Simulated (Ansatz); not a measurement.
The system is MgSe.

```
CELL_PARAMETERS angstrom
0.00000 2.72550 2.72550
2.72550 0.00000 2.72550
2.72550 2.72550 0.00000
ATOMIC_POSITIONS crystal
Se 0.50000 0.50000 0.50000
Mg 0.00000 0.00000 0.00000
```

Base run:

- Program: Ansatz 0.2.0
- Functional: r2SCAN
- Potentials or basis: Ansatz PAW
- Cutoff: 500 eV (not typed: the program's choice for these potentials)
- k mesh: 8 × 8 × 8
- Occupations: fermi-dirac, width 0.05 eV
- Spin: no spin polarisation

Its results: band gap on the k mesh 2.50 eV, indirect (least direct gap 3.52 eV); pressure 0.8 GPa.

Task: The run is repeated on the same cell with these changes: functional from r2SCAN to revPBE; cutoff from 500 eV (not typed: the program's choice for these potentials) to 420 eV (not typed: the program's choice for these potentials). What comes out?

Result: Band gap on the k mesh 1.94 eV, indirect (least direct gap 2.73 eV); pressure 3.5 GPa.

r2SCAN gives the wider gap, since meta-GGAs in the generalised Kohn-Sham scheme recover part of the derivative discontinuity.

Caveats: the PAW data sets come from PBE, with cores solved anew for the run's functional, which leaves a small shift of forces and pressure.
